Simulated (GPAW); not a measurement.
GaSb: band structure with PBE

**The experiment to reproduce.**

A printed reference work, data compilation reports, for a bulk crystal of GaSb at 4.2 K: band gap 0.811 eV (direct).

The system is GaSb.

```xyz
2
Lattice="0.0000 3.0590 3.0590 3.0590 0.0000 3.0590 3.0590 3.0590 0.0000" Properties=species:S:1:pos:R:3 pbc="T T T"
Sb    4.5885    4.5885    4.5885
Ga    0.0000    0.0000    0.0000
```

```json
{
  "Program": "GPAW 26.7.0",
  "Task": "band structure",
  "Functional": "PBE",
  "Potentials or basis": "PAW data sets generated in the run's folder for this functional",
  "Cutoff": "600 eV",
  "Basis": "pw",
  "k mesh": "6 × 6 × 6",
  "Occupations": "fermi-dirac, width 0.05 eV",
  "Spin": "no spin polarisation",
  "Maxiter": "150",
  "Band path": "GXWKGLUWLK,UX",
  "Band points": "80"
}
```

The pressure is 2.4 GPa, the band gap on the k mesh is 0.09 eV, direct and the band gap along the path is 0.09 eV, direct.

Levels at the corners of the path, in eV from the valence-band top:
```
point  band 7  band 8  band 9  band 10  band 11  band 12
    Γ    0.00    0.00    0.00     0.09     2.81     2.81
    X   -6.76   -2.56   -2.56     0.93     1.27     8.75
    W   -6.62   -3.34   -3.11     3.72     4.35     4.45
    K   -6.58   -3.60   -2.18     1.43     3.91     6.66
    Γ    0.00    0.00    0.00     0.09     2.81     2.81
    L   -6.33   -1.15   -1.15     0.44     3.79     3.79
    U   -6.58   -3.60   -2.18     1.43     3.91     6.66
    W   -6.62   -3.34   -3.11     3.72     4.35     4.45
    L   -6.33   -1.15   -1.15     0.44     3.79     3.79
    K   -6.58   -3.60   -2.18     1.43     3.91     6.66
    U   -6.58   -3.60   -2.18     1.43     3.91     6.66
    X   -6.76   -2.56   -2.56     0.93     1.27     8.75
```

Run time: 16 s on 1 thread of AMD EPYC 9R45 96-Core Processor (Zen 5), with other jobs on the host, peak memory 0.28 GiB.

Measured gap of GaSb: 0.811 eV (direct; 4.2 K; a printed reference work, data compilation). This calculation gives 0.09 eV (-0.72 eV). Spin-orbit coupling on Ga, Sb is left out. The value is that of PBE, without temperature or zero-point motion. Semilocal functionals fall short of measured gaps as a rule.

Caveat: spin-orbit coupling is left out, which moves the levels of the heavy elements.
